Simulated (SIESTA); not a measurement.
Cs2SnI6 under changes of volume

One of the cells (43.668 Å³/atom); the others are scaled copies at fixed shape and fractional positions:

```
CELL_PARAMETERS angstrom
0.00000 5.81380 5.81380
5.81380 0.00000 5.81380
5.81380 5.81380 0.00000
ATOMIC_POSITIONS crystal
Cs 0.75000 0.75000 0.75000
Cs 0.25000 0.25000 0.25000
I 0.75464 0.75464 0.24536
I 0.24536 0.24536 0.75464
I 0.75464 0.24536 0.75464
I 0.24536 0.75464 0.75464
I 0.24536 0.75464 0.24536
I 0.75464 0.24536 0.24536
Sn 0.00000 0.00000 0.00000
```

```yaml
Program: SIESTA 5.4.2
Functional: PBEsol
Potentials_or_basis: PseudoDojo 0.4 standard (PBEsol files)
Basis: DZP (energy shift 0.003 Ry; two zetas on semicore shells; d shell added on Cs)
Grid_cutoff: 500 Ry
Energy_shift: 0.003 Ry
k_mesh: 3 × 3 × 3
Occupations: fermi-dirac, width 0.05 eV
Spin: no spin polarisation
```

| volume (Å³/atom) | energy over the lowest point (meV/atom) | pressure (GPa) | largest force (eV/Å) |
| --- | --- | --- | --- |
| 41.048 | 18.95 | 2.0 | 0.812 |
| 41.922 | ? | ? | ? |
| 42.795 | 3.86 | 0.8 | 0.518 |
| 43.668 | 0.72 | 0.4 | 0.387 |
| 44.542 | 0.00 | -0.1 | 0.267 |
| 45.415 | 1.42 | -0.4 | 0.160 |
| 46.289 | 4.80 | -0.8 | 0.057 |

Problem. What does the run at 41.922 Å³/atom give?

Solution. Energy over the lowest point 9.85 meV/atom; pressure 1.4 GPa; largest force 0.660 eV/Å.

Worked out: A Birch-Murnaghan fit of order 3 (a polynomial in V^(-2/3)) to the other rows has its minimum at 44.38 Å³/atom with B0 = V·E''(V) = 21 GPa and B' = 5.5 at fixed shape and positions, which overstates the stiffness. It gives 9.82 meV/atom at 41.922 Å³/atom, against the run's 9.85, and -dE/dV = 1.4 GPa, against 1.4.

Energies are extrapolated to zero smearing.

Caveats: the basis of atomic orbitals isn't converged, which shifts pressures, moduli and gaps.
